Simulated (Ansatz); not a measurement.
ZrO2, fluorite type; equations of state without spin from Ansatz PAW hard set, 700 eV.

PBE (k-mesh 19³, smearing 0.061 eV) gives V₀ = 11.157 Å³/atom and B₀ = 236 GPa.

Task: What does r²SCAN give (700 eV, k-mesh 12³, smearing 0.1 eV)?

Result: V₀ = 10.978 Å³/atom (-1.6 %) and B₀ = 257 GPa (+9 %).

This cubic structure is a model: it isn't the usual form of the substance at ambient conditions, and such phases are metastable or hypothetical. Potentials made with PBE were used with another functional (at least in: Ansatz PAW hard set, 700 eV (r²SCAN)).
